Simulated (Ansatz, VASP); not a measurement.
Si: VASP beside Ansatz

```
Si
1.0
     0.00000    2.72185    2.72185
     2.72185    0.00000    2.72185
     2.72185    2.72185    0.00000
Si
2
Direct
  0.50000 0.50000 0.50000
  0.75000 0.75000 0.75000
```

Alike in both runs: task relaxation of cell and atoms; functional HF; k mesh 4 × 4 × 4; occupations fermi-dirac, width 0.05 eV; no spin polarisation.

|  | VASP | Ansatz |
| --- | --- | --- |
| version | VASP 6.6.1 | Ansatz 0.2.0 |
| potentials or method | VASP PAW PBE potentials, release 64 (Si) | Ansatz PAW |
| plane-wave cutoff (eV) | 600 | 420 |
| valence electrons in the cell | 8 | 8 |

```csv
,VASP,Ansatz,Ansatz less VASP
"gap on the k mesh at the Fermi level, each at its own relaxed structure (eV)",6.96,6.78,-0.184
relaxed volume (Å³/atom),20.68,20.94,+0.263
relaxed cell length with the largest relative difference (Å),3.882,3.898,+0.0164
energy change over the relaxation (meV/atom),-4,-10,-5.7
```

Caveats: the k mesh is coarse (spacing up to 0.50 Å⁻¹), so the values aren't converged, least of all with exact exchange; the PAW data sets were made with another functional, which shifts forces and pressure a little (VASP); the plane-wave basis is chosen anew once the cell has moved, so the energies of steps on either side of that aren't comparable (Ansatz); the PAW data sets come from PBE, with cores solved anew for the run's functional, which leaves a small shift of forces and pressure (Ansatz). A k mesh can miss the band edges.
